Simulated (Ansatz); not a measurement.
**Zr3N4: which input changes reach the field gradients?**

Cell: a COD entry, taken as it stands.

Space group I-43d (No. 220); a = 6.7400 Å.

```csv
site,Wyckoff,site symmetry,x,y,z
Zr,12a,-4..,0.3750,0.0000,0.2500
N,16c,.3.,0.0630,0.0630,0.0630
```

One atom of each set is listed; the run and its k-mesh use a cell of 14 atoms with edges of 5.84, 5.84, 5.84 Å.

Reference run. Computed with Ansatz: DFT, PBE, plane waves and PAW, scalar-relativistic, 420 eV cutoff, Γ-centred 6×6×6 k-points, Fermi–Dirac smearing 0.02 eV.

It gives V_zz (10²¹ V/m²) Zr 14.01 (η 0.00), N 0.89 (η 0.00). Each of these runs changes the input as listed (caps on SCF iterations aside):

A. hamiltonian.xc: pbe → lda; scf.algorithm: not typed → density_mixing
B. scf.convergence.dr2_threshold: not typed → 1e-16

Q: How does each run end, and how far do the gradients move?

A: 

```
run   Zr V_zz (η)   N V_zz (η)  largest change of a gradient tensor, all atoms                           note
  A  14.25 (0.00)  0.86 (0.00)                                            0.24  converged; another functional
  B  14.01 (0.00)  0.89 (0.00)                                            0.00                      converged
```

Run A moves them most, on Zr (V_zz from 14.01 to 14.25); against its own size the tensor moves most on N among sites above 0.3 (by 0.02, V_zz from 0.89 to 0.86). Run B holds an SCF threshold far outside the usual range, which doesn't reach the result here.

In run A the shift comes from hamiltonian.xc: the other keys steer the path to self-consistency or leave the density as it is.

On the reference run: The calculated pressure of 8 GPa (PBE) comes partly from the unrelaxed atoms: it is 4.2 GPa once they are relaxed in the same cell. The largest force is 0.3 eV/Å, so the atoms aren't at the calculated equilibrium and relaxing them would move these values. Without spin–orbit coupling (the program notes it for Zr) the gradients can shift somewhat, as the gap is small. With a gap of 0.7 eV on this mesh, small gradients can still move by 0.1 × 10²¹ V/m² or more as the k-mesh gets denser.
